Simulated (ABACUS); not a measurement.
ZrS, 2 atoms in the cell. The structure is cubic, space group Fm-3m (No. 225). Conventional cell: a = 5.250 Å, b = 5.250 Å, c = 5.250 Å, α = 90.00°, β = 90.00°, γ = 90.00°. Zr (site symmetry m-3m) is surrounded by 6 S at 2.62 Å. S (site symmetry m-3m) is surrounded by 6 Zr at 2.62 Å. 

- Program: ABACUS 3.10.1
- Task: relaxation of cell and atoms
- Functional: TASK
- Potentials or basis: SG15 ONCV 1.2 PBE
- Cutoff: 1034 eV
- Density cutoff: 4136 eV
- Basis: plane waves
- k mesh: 6 × 6 × 6
- Occupations: fermi-dirac, width 0.05 eV
- Spin: no spin polarisation
- Radial cutoff of the potentials (pseudo_rcut): 7 bohr
- Optimiser: ASE BFGS
- Force threshold: 0.02 eV/Å
- Max steps: 60
- Cell moves: yes
- SCF threshold on the density: 1e-08
- Max SCF steps: 100
- Eigensolver: dav
- Mixing: broyden
- Mixing share: 0.7
- Symmetry key: 1
- Bands: 13

Potentials or basis: SG15 ONCV 1.2 PBE, plane waves.

Command:

```bash
$ OMP_NUM_THREADS=1 python run_abacus.py > log
```

Hardware: 4 MPI ranks on Intel(R) Xeon(R) Platinum 8259CL CPU @ 2.50GHz (Skylake/Cascade Lake), with other jobs on the host.

Question: How long does it take, and how much memory?

Answer: It took 5.5 min on 4 MPI ranks on Intel(R) Xeon(R) Platinum 8259CL CPU @ 2.50GHz (Skylake/Cascade Lake) (shared host), peak memory 0.56 GiB a rank. Counts: scf iterations 12, k points 16, bands 13, ion steps 6, ranks 4.
